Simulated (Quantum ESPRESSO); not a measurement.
**Al in Quantum ESPRESSO: the effect of functional**

Al:

```
Al
1.0
     0.00000    2.02481    2.02481
     2.02481    0.00000    2.02481
     2.02481    2.02481    0.00000
Al
1
Direct
  0.00000 0.00000 0.00000
```

Alike in all runs:

* Program: Quantum ESPRESSO 7.5
* Task: phonon dispersion
* Cutoff: 612 eV
* Density cutoff: 4898 eV
* k mesh: 12 × 12 × 12
* Occupations: cold, width 0.2 eV
* Spin: no spin polarisation

Each run relaxes the cell or the atoms first.

| functional | potentials or basis | relaxed volume (Å³/atom) | highest phonon frequency (cm⁻¹) |
| --- | --- | --- | --- |
| LDA | GBRV 1.5 LDA | 15.84 | 350 |
| PBE | GBRV 1.5 PBE | ? | ? |
| PBEsol | GBRV 1.5 PBEsol | 16.20 | 349 |

What does the run with functional PBE give?

Relaxed volume 16.53 Å³/atom; highest phonon frequency 341 cm⁻¹.
